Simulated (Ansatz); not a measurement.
# TaN at a changed volume — quadrupolar parameters

The cell is a COD entry, relaxed with PBE at fixed cell and then changed (volume scaled by 0.96, ions relaxed).

```cif
data_TaN
_symmetry_space_group_name_H-M 'P6/mmm'
_symmetry_Int_Tables_number 191
_cell_length_a 5.1149
_cell_length_b 5.1149
_cell_length_c 2.8687
_cell_angle_alpha 90.000
_cell_angle_beta 90.000
_cell_angle_gamma 120.000
loop_
_atom_site_label
_atom_site_type_symbol
_atom_site_symmetry_multiplicity
_atom_site_Wyckoff_symbol
_atom_site_fract_x
_atom_site_fract_y
_atom_site_fract_z
Ta1 Ta 1 a 0.0000 0.0000 0.0000
Ta2 Ta 2 d 0.3333 0.6667 0.5000
N N 3 f 0.5000 0.0000 0.0000
```

One atom of each set is listed.

All values are calculated (Ansatz; DFT, PBE, plane waves and PAW, scalar-relativistic, collinear spin, 420 eV cutoff, Γ-centred 10×10×16 k-points, Fermi–Dirac smearing 0.05 eV), not measured. Start moments as typed (μB): 2 on each Ta, none on the rest.

C_Q = eQV_zz/h, which is 24.18 MHz for Q = 1 b and V_zz = 10²¹ V/m²; η = (V_xx − V_yy)/V_zz.

Ta-181: I = 7/2, Q = 3170 mb; ¹⁴N: I = 1, Q = 20.44 mb. Q values from Pyykkö, Mol. Phys. 116, 1328 (2018).

**Question.** Which values are expected at the nuclei?

**Answer.** 

```
site  atoms                          first shell  V_zz (10²¹ V/m²)     η  C_Q (MHz)
 Ta1      1                        6 N at 2.56 Å             -46.8  0.00      -3586
 Ta2      2                        6 N at 2.06 Å             -40.6  0.00      -3114
   N      3  4 Ta at 2.06 Å; also 2 Ta at 2.56 Å              3.07  0.78       1.52
```

An axis of threefold or higher order runs through Ta1 and Ta2, so V_zz lies along it and η is zero.

The run finds no gap above 0.1 eV (a metal, or nearly one), so the gradients can move by 10 % or more with the k-mesh. Without spin–orbit coupling the gradients at and beside Ta can be off by some per cent, at some sites by more. With these PAW files V_zz is typically within 2 to 3 % of all-electron values, but misses above 10 % occur on Ta. At this changed cell the PBE pressure is 26 GPa. The start moments die out, and the run ends without spin.

The relaxation (1 step) took 35 s of wall time (34 s of CPU time) and 0.82 GiB at its peak, on 1 thread of Intel Xeon 6975P-C (Granite Rapids) (x86_64; 16 cores open to the job, memory cap 3.0 GiB, no GPU), a shared host with a load of 0.5 a core.
